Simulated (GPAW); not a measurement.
**BaF2 (Frankdicksonite) in GPAW: the effect of functional**

BaF2 (Frankdicksonite):

```
Ba F
1.0
     0.00000    3.10005    3.10005
     3.10005    0.00000    3.10005
     3.10005    3.10005    0.00000
Ba F
1 2
Direct
  0.00000 0.00000 0.00000
  0.75000 0.75000 0.75000
  0.25000 0.25000 0.25000
```

Alike in all runs:

- Program: GPAW 26.7.0
- Task: band structure
- Cutoff: 800 eV
- Basis: pw
- k mesh: 6 × 6 × 6
- Occupations: fermi-dirac, width 0.05 eV
- Spin: no spin polarisation

```tsv
functional	potentials or basis	gap on the mesh (eV)
LDA	the program's PAW data sets (release 1.2.1) made for this functional	6.42
GLLB-SC	the program's PAW data sets (release 1.2.1) made for this functional	12.58
TPSS	GPAW PAW data sets (gpaw-data 1.2.1)	7.35
PW91	PAW data sets generated in the run's folder for this functional	?
revPBE	the program's PAW data sets (release 1.2.1) made for this functional	7.09
SCAN	GPAW PAW data sets (gpaw-data 1.2.1)	7.28
optB88-vdW	GPAW PAW data sets (gpaw-data 1.2.1)	6.66
RPBE	the program's PAW data sets (release 1.2.1) made for this functional	7.10
```

Problem. What does the run with functional PW91 give?

Solution. gap on the mesh 6.86 eV.

Caveats: spin-orbit coupling is left out, which moves the levels of the heavy elements; the GLLB-SC gap is the Kohn-Sham gap of the path plus the derivative discontinuity (some runs); a model potential gives levels but no total energy (some runs).

A k mesh can miss the band edges.

Runs at the PBE level aren't shown here.
